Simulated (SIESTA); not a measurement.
Crystal: Er.

```
CELL_PARAMETERS angstrom
3.55880 0.00000 0.00000
-1.77940 3.08201 0.00000
0.00000 0.00000 5.58740
ATOMIC_POSITIONS crystal
Er 0.66667 0.33333 0.75000
Er 0.33333 0.66667 0.25000
```

Base run:

* Program: SIESTA 5.4.2
* Functional: PBE
* Potentials or basis: PseudoDojo 3+ lanthanides (4f in the core) (PBE files)
* Basis: DZP (energy shift 0.003 Ry; two zetas on semicore shells)
* Grid cutoff: 800 Ry
* Energy shift: 0.003 Ry
* k mesh: 9 × 9 × 5
* Occupations: fermi-dirac, width 0.05 eV
* Spin: collinear spin, ferromagnetic start
* Starting moments: [3.0, 3.0] μB

Its results: band gap on the k mesh none (metal or under the smearing width); pressure -0.2 GPa; net moment 0.00 μB per cell.

**Question.** The run is repeated on the same cell with these changes: functional from PBE to PBEsol. What comes out?

**Answer.** Band gap on the k mesh none (metal or under the smearing width); pressure -2.5 GPa; net moment 0.00 μB per cell.

PBEsol binds more tightly than PBE, so the same cell stands under less pressure.

Caveats: the magnetic or orbital state may not be the lowest; short orbitals over semicore shells can move pressures by several GPa; spin-orbit coupling is left out, which moves the levels of the heavy elements; the 4f electrons are frozen in the core as for a trivalent ion, so they carry no moment and show no levels; the basis of atomic orbitals isn't converged, which shifts pressures, moduli and gaps; the potentials were made for another functional, which shifts forces and pressure (some runs).
